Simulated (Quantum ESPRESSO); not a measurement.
## KCl (Sylvite): zone-centre phonons and dielectric response under several settings

```
K Cl
1.0
     0.00000    3.14647    3.14647
     3.14647    0.00000    3.14647
     3.14647    3.14647    0.00000
K Cl
1 1
Direct
  0.00000 0.00000 0.00000
  0.50000 0.50000 0.50000
```

All runs used Quantum ESPRESSO 7.5; k mesh 4 × 4 × 4, shifted; relaxed cell; no spin polarisation; occupations smeared at first, fixed for the response.

```csv
level,potentials,cutoff (eV),volume (Å³/atom),pressure (GPa),lowest optical mode without the field (cm⁻¹),highest mode with the field (cm⁻¹),ε∞ (mean),ε0 (mean),Born charge of atom 1 (e),sum of the Born charges (e)
PBE,SG15 PBE 1.2,952,32.46,0.0,128,198,2.28,5.5,1.13,0.00
LDA,GBRV 1.5 LDA,612,?,-0.2,?,?,?,?,?,?
```

Task: What stands in the row left open?

Result: Volume 27.96 Å³/atom; lowest optical mode without the field 162 cm⁻¹; highest mode with the field 222 cm⁻¹; ε∞ 2.51; ε0 4.7; Born charge of atom 1 1.10 e; sum of the Born charges -0.01 e.

Caveats: this potential file gives levels or pressures that part from those of other sets (some runs).
